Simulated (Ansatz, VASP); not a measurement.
**Zr: VASP beside Ansatz**

```
Zr
1.0
     0.00000    3.03094    3.03094
     3.03094    0.00000    3.03094
     3.03094    3.03094    0.00000
Zr
2
Direct
  0.12500 0.12500 0.12500
  0.87500 0.87500 0.87500
```

Alike in both runs: task single point; functional PBEsol; k mesh 10 × 10 × 10; occupations fermi-dirac, width 0.1 eV; no spin polarisation.

```csv
,VASP,Ansatz
version,VASP 6.6.1,Ansatz 0.2.0
potentials or method,"VASP PAW PBE potentials, release 64 (Zr_sv)","plane waves (420 eV) with PAW, scalar-relativistic"
plane-wave cutoff (eV),520,420
valence electrons in the cell,24,24
```

```csv
,VASP,Ansatz,Ansatz less VASP
pressure (GPa),1.7,1.5,-0.16
```

Ansatz warned: «pseudo_functional_mismatch».

Caveats: the PAW data sets were made with another functional, which shifts forces and pressure a little (VASP).
